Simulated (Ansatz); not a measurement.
# CdS (Hawleyite) (F-43m) in Ansatz: settings compared, part 2 of 2

Ansatz 0.2.0. Earlier steps stand in the parts before.

## Step 3: Elastic constants, revPBE-LDA

Input file input.yaml:

```yaml
crystal:
  lattice: { a: 5.833, b: 5.833, c: 5.833, alpha: 90.0, beta: 90.0, gamma: 90.0 }
  space_group: 216
  setting: { hermann_mauguin: F-43m }
  reduce_to_primitive: true
  atoms:
    - { symbol: Cd, position: [0.0, 0.0, 0.0] }
    - { symbol: S, position: [0.25, 0.25, 0.25] }
kpoints:
  mp_grid: { grid: [6, 6, 6] }
scf:
  occupations: { method: fermi_dirac, width: 0.2 }
  convergence: { dr2_threshold: 1.0e-06 }
hamiltonian:
  xc: { exchange: revpbe, correlation: lda }
  pseudopotentials: { kind: all_electron, lapw: { basis_error: 0.001 } }
output:
  forces: true
  stress: true
elastic:
  mode: relaxed_ion
  stencil: two_point
```

Potentials or basis: all-electron LAPW, scalar-relativistic.

Command:

```bash
> ansatz run input.yaml --threads 1 --pin off --max-ram 2560MiB --backend cpu --events-out ev --progress --plain --runs-dir out
```

The log of the run:

```text
Warning: elastic: scf.convergence.dr2_threshold = 1e-6 eV (typed) is looser than the 1e-10 eV advised at elastic.amplitude = 2e-3. Elastic constants divide stress differences by the amplitude, so a small SCF error in a stress becomes a large one in a constant, unseen in the output: at amplitude 2e-3 the clamped-ion constants of small cells erred by tens of per cent at 1e-7 eV and about one at 1e-10. Remove the key (the batch's default is 1e-13 eV) or set it to 1e-10 eV or tighter; if the SCF cannot reach that, raise elastic.amplitude (its page has the limits): up to 8e-3 the advised threshold grows with its square
Warning: scf.convergence.dr2_threshold = 1e-6 eV is looser than this run's default, which is 1e-7 eV or tighter. The error in the forces grows as the threshold's square root, so leave the key out unless less accurate forces are enough
Warning: RAYON_NUM_THREADS=1 ignored (pool sized by the plan → 1); use --threads N
crystal.space_group: 216 is read as F-43m: the typed cell holds Cd4S4 (Cd 4a, S 4c). Least distances (Å): Cd–Cd 4.125, Cd–S 2.526, S–S 4.125
crystal.space_group generates its sites in this order, which a site index counts, at these fractional coordinates of the primitive cell where crystal.reduce_to_primitive is true, and else of the cell that is read (crystal.supercell repeats the list replica by replica, and crystal.defects acts on that): 0: Cd [0.000000, 0.000000, 0.000000]; 1: S [0.250000, 0.250000, 0.250000];
LAPW: plane waves up to 8.333 Å⁻¹, error target 1.0e-3 eV per atom; small_component_spin mean_spin; S in spheres of 1.063 Å, 14 of its electrons in bands, Dirac shells []; Cd in spheres of 1.387 Å, 20 of its electrons in bands, Dirac shells [] (how accurate: hamiltonian.pseudopotentials.lapw.basis_error, Limitations)
band count auto-derived: 23 (N_el = 34.0; filled up to band 17; 21 by the electrons, moments and atoms)
Engine: ansatz 0.2.0, x86_64-unknown-linux-gnu
Pseudopotentials: kind: all_electron
Pseudopotential: Cd, LAPW, valence charge 20, lapw/all_electron/scalar/gaussian/Cd, Koelling and Harmon's equation, gaussian nucleus
Pseudopotential: S, LAPW, valence charge 14, lapw/all_electron/scalar/gaussian/S, Koelling and Harmon's equation, gaussian nucleus
Functional definition: unnamed
  exchange = pbe_x(kappa = 1.245)
  correlation = pw_c
Crystal: 2 atoms, lattice volume = 49.615 Å³
Basis set: ecut = 264.57445451089825 eV, 531 PW (Γ), exchange–correlation at level 2
Bands: 23, of which v1, the nominal top of the filled ones, is band 17 counted from 1 (16 counted from 0)
Symmetry: 24 space group operations
Space group: F-43m (ITA 216), of the structure as read, at distance tolerance 3.7e-5 Å
k-points: 16 of 216 (time reversal used)
Non-local potential: Cd, projectors of the file, none
Non-local potential: S, projectors of the file, none
Initial density: superposition of atomic densities (chi_scale 0.1, normalization cell, long waves kept (reshape's long-wave potential 0.00 eV rms))
Initial wavefunctions: plane waves of lowest kinetic energy (no species holds an atomic orbital)
Functional: x = revpbe(κ = 1.245, μ = 0.2195149727645171), c = lda
iter 1 solved again at ethr=5.85e-3 eV; its pass at ethr=1.00e-1 eV (dr2=1.99e0 eV) is discarded
SCF iter   1: F=—  HF=-163179.945668 eV  |F-HF|=—  |Δ(HF+E_count)|=         —  Δρ=4.39e-2  dr2=1.99e0  ethr=5.85e-3  ⟨swp⟩=2.0  Hψ=2486  notcnv=0
preconditioner: auto → none  [insulator: Δε(μ)=2.125 eV  Ē_g=13.896 eV  σ=0.200 eV  W_gap=0.98  n_scr=14 (ndim 8)  ℏωp=22.4 eV  f_vac=0.139  D(μ)=0.00/eV (n_scr^D=0)  ε∞_Penn≈3.6]
iter 2 solved again at ethr=1.92e-4 eV; its pass at ethr=5.85e-3 eV (dr2=6.52e-2 eV) is discarded
SCF iter   2: F=—  HF=-163179.328134 eV  |F-HF|=—  |Δ(HF+E_count)|=   6.18e-1  Δρ=1.25e-2  dr2=6.52e-2  ethr=1.92e-4  ⟨swp⟩=2.0  Hψ=1855  notcnv=0
SCF iter   3: F=—  HF=-163179.276142 eV  |F-HF|=—  |Δ(HF+E_count)|=   5.20e-2  Δρ=5.85e-3  dr2=1.56e-2  ethr=1.92e-4  ⟨swp⟩=3.0  Hψ=1064  notcnv=0
SCF iter   4: F=—  HF=-163179.280674 eV  |F-HF|=—  |Δ(HF+E_count)|=   4.53e-3  Δρ=1.61e-3  dr2=1.04e-3  ethr=4.58e-5  ⟨swp⟩=2.2  Hψ=967  notcnv=0
SCF iter   5: F=—  HF=-163179.280651 eV  |F-HF|=—  |Δ(HF+E_count)|=   2.33e-5  Δρ=2.47e-4  dr2=1.90e-5  ethr=3.04e-6  ⟨swp⟩=3.0  Hψ=998  notcnv=0
SCF iter   6: F=-163179.280687 eV  HF=-163179.280685 eV  |F-HF|=1.89e-6  |Δ(HF+E_count)|=   3.43e-5  Δρ=4.16e-5  dr2=5.35e-7  ethr=5.60e-8  ⟨swp⟩=3.0  Hψ=1063  notcnv=0
SCF 1 converged in 6 iterations: F = -163179.280687 eV  dr2 = 5.35e-7
Crystal: 2 atoms, lattice volume = 49.516 Å³
Basis set: ecut = 264.92780944063054 eV, 531 PW (Γ), exchange–correlation at level 2
Symmetry: 8 space group operations
k-points: 30 of 216 (time reversal used)
Initial density: handed on by an earlier stage of this run
[... 90 lines left out ...]
--- Per-component energies (eV) ---
  E_band       = -1729.180595
  E_kinetic    = 170442.192940
  E_xc         = -4990.514813
  E_electrostatic = -328630.956584  (all electrons and nuclei)
  E_smearing   = -0.002230  (= −TS)
  E_closure    = 0.000000  (closes the sum)
  E_atoms      = -163175.132407  (free atoms, spherical and without spin; not in F)
  Σ components = -163179.280687   (vs F -163179.280687, Δ=0.00e0)
  Basis errors (estimates in eV, not in F): energy 5.4e-4 per atom: plane waves 5.1e-4 (3.1e-4 summed), levels above the bands 4.1e-24, relativity 2.0e-7, radial functions 3.1e-5, core shells 5.2e-7; eigenvalues (radial functions only) 5.2e-7; not estimated: angular momenta, meshes, grids; target (lapw.basis_error) 1.0e-3; muffin-tin radii S 1.063 Å, Cd 1.387 Å
--- Forces (eV/Å), atoms counted from 1 ---
  atom   1  Cd     0.00000000     0.00000000     0.00000000
  atom   2  S      0.00000000    -0.00000000    -0.00000000
  max |Σ_I F_I| component: 2.54e-17 eV/Å
--- Stress (GPa, compression-positive) ---
        9.901063       0.000000       0.000000
        0.000000       9.901063       0.000000
        0.000000       0.000000       9.901063
  P = ⅓ Tr σ = 9.9011 GPa (99.011 kbar)
--- Band table (eV; the first three rows and the last of 16) ---
  k-point 0: bands = ["-196.8420", "-141.5968", "-141.5968", "-141.5968", "-93.6826", "-54.7459", "-54.7459", "-54.7459", "-4.5323", "-0.0392", "-0.0392", "-0.0392", "0.4124", "0.4124", "7.7781", "7.7781", "7.7781", "9.1829", "14.5149", "14.5149", "14.5149", "19.3261", "19.3261"]
  k-point 1: bands = ["-196.8420", "-141.5968", "-141.5968", "-141.5968", "-93.6826", "-54.7461", "-54.7460", "-54.7460", "-4.4327", "-0.0032", "-0.0032", "0.0661", "0.4122", "0.4122", "6.3469", "7.5823", "7.5823", "10.2838", "14.2371", "14.8212", "14.8212", "18.6549", "18.6549"]
  k-point 2: bands = ["-196.8420", "-141.5968", "-141.5968", "-141.5968", "-93.6826", "-54.7464", "-54.7460", "-54.7460", "-4.2341", "0.0555", "0.0555", "0.4292", "0.4292", "0.4359", "4.4952", "7.2237", "7.2237", "10.9583", "14.8296", "15.0640", "15.0640", "19.0302", "19.0302"]
  k-point 15: bands = ["-196.8420", "-141.5968", "-141.5968", "-141.5968", "-93.6826", "-54.7465", "-54.7463", "-54.7462", "-4.0151", "0.1866", "0.2204", "0.3429", "0.4536", "0.9987", "3.9697", "5.7255", "5.7689", "12.8909", "12.9535", "16.2162", "16.5743", "18.9688", "20.8611"]
--- Elastic constants: 2 strain directions × 2 members + reference (group order 24) ---
  dense FFT box of the reference and of every strained cell: 24×24×24
  strains applied: 11, 23; error gains: componentwise 1.00 (the most a stress slope's error grows in a printed constant), spectral 1.73 (1 for all six strains in a standard setting)
  C = ∂σ_k/∂η_j (tension-positive GPa; Voigt order 11 22 33 23 13 12):
        86.651     74.701     74.701      0.000      0.000     -0.000
        74.701     86.651     74.701      0.000     -0.000     -0.000
        74.701     74.701     86.651      0.000     -0.000     -0.000
        -0.000      0.000      0.000     20.269      0.000     -0.000
         0.000      0.000      0.000     -0.000     20.269     -0.000
         0.000      0.000      0.000     -0.000      0.000     20.269
  reference stress σ⁰ (GPa):     -9.901     -9.901     -9.901      0.000     -0.000     -0.000
  no Pulay correction (none for the plane-wave cutoff is built on LAPW): the batch's stresses and constants are at fixed plane waves
  C* (energy form; C + prestress term) asymmetry max|C*_kj − C*_jk| = 1.421e-14 GPa — a small one proves nothing (zero by symmetry where the batch's group is 432, −43m or m−3m); a large one is finite-difference/SCF noise where every solve meets its electron count
  moduli (Voigt/Reuss/Hill, GPa): K = 78.68/78.68/78.68   G = 14.55/10.36/12.45   E = 35.49   ν = 0.425
  mechanically stable: yes (min eigenvalue of sym C = 11.95 GPa)
  harmonic check of the ions' relaxations: strain 23: 1 pair too noisy to judge: this check cannot speak for C14 to C64 (a tighter `scf.convergence.dr2_threshold` may let it)
  the stresses are not corrected for the forces that the relaxations left standing (`elastic.f_tol`)
  where every solve meets its electron count the energy-path curvature estimates C_jj along a normal strain and C_jj − ¼(σ⁰_aa + σ⁰_bb) along a shear (ab), closely only under elastic.basis: deformed
  strain η (Voigt 11):  stress-route row diagonal C_11 = 86.65 GPa, energy-path curvature d²(F+E_count)/dδ²/Ω₀ = 86.58 GPa
         δ    σ_11 (GPa)             F (eV)   n_scf  n_hpsi   n_pw
    -2.000e-3     -10.0750     -163179.2745012       2    8431    531   relax 0 steps, max|allowed force component| 4.86e-17 eV/Å
     2.000e-3      -9.7284     -163179.2867656       2    8446    531   relax 0 steps, max|allowed force component| 4.86e-17 eV/Å
  strain η (Voigt 23):  stress-route row diagonal C_44 = 20.27 GPa, energy-path curvature d²(F+E_count)/dδ²/Ω₀ = 24.54 GPa
         δ    σ_23 (GPa)             F (eV)   n_scf  n_hpsi   n_pw
    -2.000e-3      -0.0405     -163179.2806718       2    8637    531   relax 6 steps, max|allowed force component| 4.82e-5 eV/Å
     2.000e-3       0.0405     -163179.2806718       2    8635    531   relax 6 steps, max|allowed force component| 4.78e-5 eV/Å
```

elastic_members.tsv:

```text
# convention: tension-positive GPa; Voigt order 11 22 33 23 13 12; engineering shear strains; stresses and constants hold the Pulay correction, whose part of sigma0, of c and of each member's stress the lines and columns named pulay_correction_..._gpa give (of c_energy it is that of c and, on the columns of strains 1 to 3, that of sigma0; of a layer's constants it is that of c in the plane, times a tenth of its plane spacing in ang); where a line pulay_correction_withheld stands none holds it
[... 11 lines left out ...]
3	2.0000000000e-3	-9.9008124917e0	-9.9008726049e0	-9.9008726049e0	4.0537227087e-2	6.9483335492e-17	-2.7793334197e-16	-1.6317928067e5	-1.6317927956e5	2	8635	531	6	4.7770001800e-5	0.0000000000e0	nan	nan	nan	nan	nan	nan	nan	0.0000000000e0
```

Run time: 2.2 min. Hardware: 1 thread of Intel Xeon Platinum 8259CL at 2.50GHz (Skylake/Cascade Lake), shared host; peak memory 0.41 GiB.

These settings aren't checked as converged (typed here: scf.convergence.dr2_threshold = 1e-06; scf.occupations.method = fermi_dirac; scf.occupations.width = 0.2): the numbers below hold their error.

Results:

| Item | Value |
| --- | --- |
| Free energy | -163179.2807 eV |
| Pressure | 9.9 GPa |
| Band gap on the k mesh | 1.40 eV, direct |
| Elastic constants C11, C12, C44 | 87, 75, 20 GPa |
| Voigt bulk modulus | 79 GPa |

Caveat: the cell is more than 3 GPa from zero pressure, which shifts response properties.

## Step 4: Elastic constants, RPBE-LYP

Input file input.yaml:

```yaml
crystal:
  lattice:
    - [0.0, 2.9165, 2.9165]
    - [2.9165, 0.0, 2.9165]
    - [2.9165, 2.9165, 0.0]
  atoms:
    - { symbol: Cd, position: [0.0, 0.0, 0.0] }
    - { symbol: S, position: [0.75, 0.75, 0.75] }
kpoints:
  mp_grid: { grid: [6, 6, 6] }
scf:
  occupations: { method: fixed }
hamiltonian:
  xc: { exchange: rpbe, correlation: lyp }
  pseudopotentials: { kind: all_electron, lapw: { basis_error: 0.001 } }
output:
  forces: true
  stress: true
elastic:
  mode: relaxed_ion
  stencil: two_point
```

Command:

```bash
> ansatz run input.yaml --threads 1 --pin off --max-ram 2560MiB --backend cpu --events-out ev --progress --plain --runs-dir out
```

Wall time 2.3 min (1 thread of Intel Xeon Platinum 8259CL at 2.50GHz (Skylake/Cascade Lake), shared host); peak memory 0.42 GiB.

Results (log left out):

```yaml
Free_energy: -163109.0799 eV
Pressure: 8.4 GPa
Band_gap_on_the_k_mesh: 1.26 eV, direct
Elastic_constants_C11_C12_C44: 85, 72, 21 GPa
Voigt_bulk_modulus: 77 GPa
```

Levels at points of the mesh, in eV from the valence-band top:
```tsv
k point	band 14	band 15	band 16	band 17	band 18	band 19	band 20	band 21
(0.00, 0.00, 0.00)	-7.29	0.00	0.00	0.00	1.26	6.62	6.62	6.62
(0.00, 0.00, -0.50)	-6.91	-4.31	-0.74	-0.74	3.10	7.11	7.11	7.69
(0.00, -0.50, -0.50)	-6.85	-3.90	-1.84	-1.84	3.81	4.43	9.41	10.85
```

Elastic tensor in Voigt notation (GPa, in the Cartesian axes of the cell as first typed):
```
85 72 72  0  0  0
72 85 72  0  0  0
72 72 85  0  0  0
 0  0  0 21  0  0
 0  0  0  0 21  0
 0  0  0  0  0 21
```

Caveat: the cell is more than 3 GPa from zero pressure, which shifts response properties.
